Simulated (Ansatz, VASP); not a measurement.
**One calculation of Ba, two programs**

```
Ba
1.0
     3.56509    0.00000    0.00000
    -1.78255    3.08746    0.00000
     0.00000    0.00000    5.21954
Ba
2
Direct
  0.33333 0.66667 0.25000
  0.66667 0.33333 0.75000
```

Change from the starting cell: volume scaled by 0.45, crystal datasets.

Alike in both runs: task single point; functional PBE; k mesh 10 × 10 × 6; occupations fermi-dirac, width 0.1 eV; no spin polarisation.

|  | VASP | Ansatz |
| --- | --- | --- |
| version | VASP 6.6.1 | Ansatz 0.2.0 |
| potentials or method | VASP PAW PBE potentials, release 64 (Ba_sv), cutoff 520 eV | all-electron PAW with datasets made for the crystal, scalar-relativistic |

Ansatz gave:

```
pressure (GPa)                                  : 16.9
largest component of the traceless stress (GPa) : 0.23
```

**Question.** Estimate VASP's values.

**Answer.** Pressure (GPa): 20.4; largest component of the traceless stress (GPa): 0.93.

Ansatz ran all-electron here, so the differences hold the error of VASP's frozen core and of both bases.

Caveats: so large a pressure means that the cell lies far from this level's equilibrium, or that cutoff or potentials fall short (VASP). Spin-orbit coupling is left out, which matters for the levels of Ba.
